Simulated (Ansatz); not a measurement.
RuO2 (P4_2/mnm): band-structure transport figures

Input:

```yaml
crystal:
  lattice:
    - [4.46572, 0.00000, 0.00000]
    - [0.00000, 4.46572, 0.00000]
    - [0.00000, 0.00000, 3.09272]
  atoms:
    - { symbol: Ru, position: [0.50000, 0.50000, 0.50000] }
    - { symbol: Ru, position: [0.00000, 0.00000, 0.00000] }
    - { symbol: O, position: [0.80611, 0.19389, 0.50000] }
    - { symbol: O, position: [0.19389, 0.80611, 0.50000] }
    - { symbol: O, position: [0.30611, 0.30611, 0.00000] }
    - { symbol: O, position: [0.69389, 0.69389, 0.00000] }
```

The numbers are results of PBEsol, rigid bands (plane waves, PAW, scalar-relativistic; Ansatz, a program for electronic structure), not measurements. How the cell was made: cell and atoms relaxed with PBEsol.

```yaml
density of states at the Fermi level: 3.59 states/(eV·cell), both spins
bare Sommerfeld coefficient: 1.41 mJ/(mol of atoms·K²)
drude_plasma_energy: 3.6 eV
root-mean-square Fermi velocity: 3.0e5 m/s
resistivity times τ: 37 ×10⁻²² Ω·m·s
```

A metal at this level (no band gap); rigid bands, thermally averaged at 300 K, both spins. Spin-orbit coupling is left out. τ is one relaxation time for all states.
